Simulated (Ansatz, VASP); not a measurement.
## Ti: VASP beside Ansatz

```
Ti
1.0
    -1.63551    1.63551    1.63551
     1.63551   -1.63551    1.63551
     1.63551    1.63551   -1.63551
Ti
1
Cartesian
  0.0000 0.0000 0.0000
```

Change from the starting cell: volume scaled by 0.99, crystal datasets.

Alike in both runs: task electric field gradients; functional PBEsol; k mesh 17 × 17 × 17; occupations fermi-dirac, width 0.08 eV; no spin polarisation.

|  | VASP | Ansatz |
| --- | --- | --- |
| version | VASP 6.6.1 | Ansatz 0.2.0 |
| potentials or method | VASP PAW PBE potentials, release 64 (Ti_sv), cutoff 520 eV | all-electron PAW with datasets made for the crystal, scalar-relativistic |

```csv
,VASP,Ansatz,Ansatz less VASP
pressure (GPa),-5.8,-5.6,+0.18
Vzz of the field gradient on the site that differs most (V/Å²),0.0,0.0,0.00
```

Ansatz ran all-electron here, so the differences hold the error of VASP's frozen core and of both bases.

Caveats: the PAW data sets were made with another functional, which shifts forces and pressure a little (VASP).
